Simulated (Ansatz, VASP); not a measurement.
## SnO2 in VASP and in Ansatz

```
Sn O
1.0
     1.63046    0.94135    4.84027
    -1.63046    0.94135    4.84027
     0.00000   -1.88269    4.84027
Sn O
1 2
Direct
  0.50000 0.50000 0.50000
  0.23717 0.23717 0.23717
  0.76283 0.76283 0.76283
```

Measurements of this composition are mostly on another form, of space group No. 136.

Alike in both runs: task single point; functional PBEsol; k mesh 8 × 8 × 8; no spin polarisation.

```csv
,VASP,Ansatz
version,VASP 6.6.1,Ansatz 0.2.0
potentials or method,"VASP PAW PBE potentials, release 64 (Sn_d, O)","plane waves, PAW"
plane-wave cutoff (eV),520,500
occupations,"methfessel-paxton of order 1, width 0.02 eV","cold, width 0.02 eV"
valence electrons in the cell,26,26
```

Ansatz gave:

```
pressure (GPa)                                  : -8.2
largest component of the traceless stress (GPa) : 2.68
```

Q: What did VASP give for the same quantities?

A: Pressure (GPa): -7.7; largest component of the traceless stress (GPa): 2.32.

Ansatz warned: «stress_scf_threshold_loose».

Caveats: the PAW data sets were made with another functional, which shifts forces and pressure a little (VASP); spin-orbit coupling is left out, which moves the levels of the heavy elements. PBEsol gaps usually lie below the measured ones, often by a third to a half. A k mesh can miss the band edges.
